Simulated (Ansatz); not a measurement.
Runs of Ansatz 0.2.0 on CuO. It takes space group F-43m (No. 216, cubic). The conventional cell has a = 4.655 Å, b = 4.655 Å, c = 4.655 Å, α = 90.00°, β = 90.00°, γ = 90.00°. Around Cu (site symmetry -43m) lie 4 O at 2.02 Å. O (site symmetry -43m) is surrounded by 4 Cu at 2.02 Å. Measurements of this composition are mostly on another form, of space group No. 15.

```tsv
task	level	U	cell	k mesh	cutoff (eV)	atoms under strain	points for each segment of the path	hubbard projectors	double counting	mesh quality	gap on the mesh (eV)	pressure (GPa)	relaxed volume (Å³/atom)
relaxation of cell and atoms	PBE	-	relaxed	10 × 10 × 10	420	-	-	-	-	not flagged	none	0.0	(b)
elastic constants	r2SCAN	-	as given	8 × 8 × 8	500	relaxed	-	-	-	not flagged	none	-15.0	-
band structure	PBEsol	-	as given	10 × 10 × 10	420	-	14	-	-	not flagged	none	-15.6	-
relaxation of cell and atoms	r2SCAN+U	Cu d U = 5.3 eV	relaxed	10 × 10 × 10	500	-	-	ortho-atomic (the default)	fll (the default)	not flagged	none	0.0	11.33
relaxation of cell and atoms	LDA	-	relaxed	10 × 10 × 10	420	-	-	-	-	not flagged	none	0.0	10.59
single point	PBE	-	as given	10 × 10 × 10	500	-	-	-	-	not flagged	none	-9.6	-
relaxation of cell and atoms	PBEsol+U	Cu d U = 5.3 eV	relaxed	10 × 10 × 10	420	-	-	ortho-atomic (the default)	fll (the default)	not flagged	none	0.0	11.23
band structure	LDA+U	Cu d U = 4.5 eV	as given	10 × 10 × 10	420	-	14	ortho-atomic (the default)	fll (the default)	not flagged	none	-18.2	-
single point	PBE	-	as given	6 × 6 × 6	420	-	-	-	-	coarse	none	(a)	-
relaxation of cell and atoms	r2SCAN	-	relaxed	10 × 10 × 10	500	-	-	-	-	not flagged	none	0.0	11.12
density of states	PBE	-	as given	10 × 10 × 10	420	-	-	-	-	not flagged	none	-9.6	-
elastic constants	PBEsol	-	as given	8 × 8 × 8	420	relaxed	-	-	-	not flagged	none	-15.7	-
```

Alike in all rows: potentials or basis Ansatz PAW; no spin polarisation; smearing fermi-dirac 0.05 eV.

Q: Fill in the values left out.

A: (a) -9.5; (b) 11.58.

Caveats: some runs use coarse meshes; an odd number of electrons without spin polarisation forces a metal; a magnetic or distorted state may lie lower; the run has no spin polarisation, though such a crystal can be magnetic; semilocal functionals often make such compounds metallic where correlation or magnetic order opens a gap, which also shifts bond lengths (some runs); the PAW data sets come from PBE, with cores solved anew for the run's functional, which leaves a small shift of forces and pressure (some runs); the plane-wave basis is chosen anew once the cell has moved, so the energies of steps on either side of that aren't comparable (some runs); U without spin polarisation on a metal has little footing (some runs).

A gap of «none» marks a metal or a gap under the smearing width.
